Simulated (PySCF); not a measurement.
Geometries of 4 isomers of C6H8, from PBE0-D3(BJ)/def2-SVP geometry optimisation, gas phase in PySCF 2.14.0. One conformer each, no zero-point energy, no frequencies.

Question: Which isomer lies lowest at this level?
A.
```xyz
14
angstrom
C      2.372   -0.255    1.243
C      1.312   -0.155    0.663
C      0.052   -0.010   -0.028
C     -0.328    1.414   -0.376
C     -0.347   -1.118   -0.980
C     -1.049   -0.985    0.331
H      3.310   -0.350    1.756
H     -0.414    2.030    0.532
H      0.429    1.873   -1.030
H     -1.295    1.438   -0.900
H      0.353   -1.945   -1.112
H     -0.875   -0.816   -1.889
H     -0.837   -1.721    1.110
H     -2.069   -0.591    0.341
```
B.
```xyz
14
angstrom
C     -1.506   -0.168    0.177
C     -0.960    1.054    0.234
C      0.463    1.037   -0.200
C      1.376    0.200    0.659
C      0.747   -0.408   -0.556
C     -0.549   -1.187   -0.386
H     -2.517   -0.420    0.508
H     -1.467    1.954    0.591
H      0.880    1.876   -0.765
H      2.449    0.405    0.609
H      1.010   -0.093    1.648
H      1.399   -0.651   -1.399
H     -0.913   -1.581   -1.353
H     -0.431   -2.062    0.277
```
C.
```xyz
14
angstrom
C      0.841    0.639    0.892
C      0.654   -0.743    0.231
C     -0.857   -1.024    0.357
C     -1.043    0.139   -0.600
C      0.022    1.182   -0.265
C      0.357   -0.003   -1.124
H      0.471    0.765    1.925
H      1.886    0.978    0.828
H      1.388   -1.543    0.389
H     -1.304   -0.972    1.366
H     -1.131   -1.976   -0.121
H     -1.938    0.419   -1.160
H     -0.099    2.221   -0.581
H      0.753   -0.083   -2.137
```
D.
```xyz
14
angstrom
C      1.370    0.684   -0.317
C      0.206    1.309   -0.563
C     -1.093    0.562   -0.447
C     -1.024   -0.536    0.612
C      0.259   -1.314    0.527
C      1.385   -0.717    0.102
H      2.322    1.206   -0.449
H      0.194    2.345   -0.913
H     -1.925    1.249   -0.231
H     -1.321    0.113   -1.435
H     -1.087   -0.084    1.623
H     -1.896   -1.202    0.527
H      0.277   -2.351    0.878
H      2.333   -1.263    0.087
```

Answer: D. That is 1,3-cyclohexadiene (`C1=CCCC=C1`), 8.0 kcal/mol below the next.

```csv
SMILES,atoms numbered as above,E (Eh),relative (kcal/mol),relative (kJ/mol),dipole (D)
C1=CCCC=C1,[CH:1]1=[CH:2][CH2:3][CH2:4][CH:5]=[CH:6]1,-232.97929,0.0,0.0,0.47
C1=C[C@H]2C[C@H]2C1,[CH:1]1=[CH:2][C@H:3]2[CH2:4][C@H:5]2[CH2:6]1,-232.96647,8.0,33.7,0.27
C1[C@H]2C[C@H]3[C@@H]1[C@@H]23,[CH2:1]1[C@H:2]2[CH2:3][C@H:4]3[C@@H:5]1[C@@H:6]23,-232.92458,34.3,143.6,0.29
C#CC1(C)CC1,[CH:1]#[C:2][C:3]1([CH3:4])[CH2:5][CH2:6]1,-232.91063,43.1,180.3,0.82
```

As drawn, the lowest has a C=C bond outside aromatic rings, which the highest lacks; the highest has a three-membered ring, a C≡C bond and a quaternary carbon, which the lowest lacks.
